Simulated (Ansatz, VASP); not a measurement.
# One calculation of SrO, two programs

Contents of INCAR:

```
SYSTEM = SrO
PREC = Accurate
ENCUT = 520
EDIFF = 1E-7
ISMEAR = 0
SIGMA = 0.05
LREAL = .FALSE.
LASPH = .TRUE.
NELM = 60
ALGO = Normal
ISIF = 2
LWAVE = .FALSE.
LCHARG = .TRUE.
LELF = .TRUE.
LVHAR = .TRUE.
NBANDS = 15
```

The input KPOINTS:

```
regular mesh
0
G
  8 8 8
  0 0 0
```

Contents of POSCAR:

```
SrO
1.0
    0.0000000000      2.5698000000      2.5698000000
    2.5698000000      0.0000000000      2.5698000000
    2.5698000000      2.5698000000      0.0000000000
Sr O
1 1
Direct
   -0.0170246712     -0.0170246712      0.0170246712
    0.5000000000      0.5000000000      0.5000000000
```

Input for Ansatz:

```yaml
crystal:
  lattice:
    - [0.0, 2.5698, 2.5698]
    - [2.5698, 0.0, 2.5698]
    - [2.5698, 2.5698, 0.0]
  atoms:
    - { symbol: Sr, position: [-0.0170246712, -0.0170246712, 0.0170246712] }
    - { symbol: O, position: [0.5, 0.5, 0.5] }
basis:
  ecutwfc: 420
kpoints:
  mp_grid: { grid: [8, 8, 8] }
hamiltonian:
  xc: lda
scf:
  occupations: { method: gaussian, width: 0.05 }
output:
  forces: true
  stress: true
  eigenvalues: true
```

Change from the starting cell: all Sr atoms moved +0.087 Å, as atom 1 towards its neighbour atom 2 (O) at 2.570 Å.

Alike in both runs: task single point; functional LDA; k mesh 8 × 8 × 8; occupations gaussian, width 0.05 eV; no spin polarisation.

```csv
,VASP,Ansatz
version,VASP 6.6.1,Ansatz 0.2.0
potentials or method,"VASP PAW LDA potentials, release 64 (Sr_sv, O)","scalar-relativistic, plane waves, PAW"
plane-wave cutoff (eV),520,420
valence electrons in the cell,16,16
```

|  | VASP | Ansatz | Ansatz less VASP |
| --- | --- | --- | --- |
| gap on the k mesh at the Fermi level (eV) | 3.12 | 3.18 | +0.058 |
| least direct gap on the mesh (eV) | 3.19 | 3.24 | +0.049 |
| pressure (GPa) | -3.3 | -4.0 | -0.70 |
| largest component of the traceless stress (GPa) | 0.58 | 0.55 | -0.039 |
| rms of the force components (eV/Å) | 0.105 | 0.096 | -0.0085 |

Atom by atom the forces differ by 0.008 eV/Å (rms over components).

A k mesh can miss the band edges.
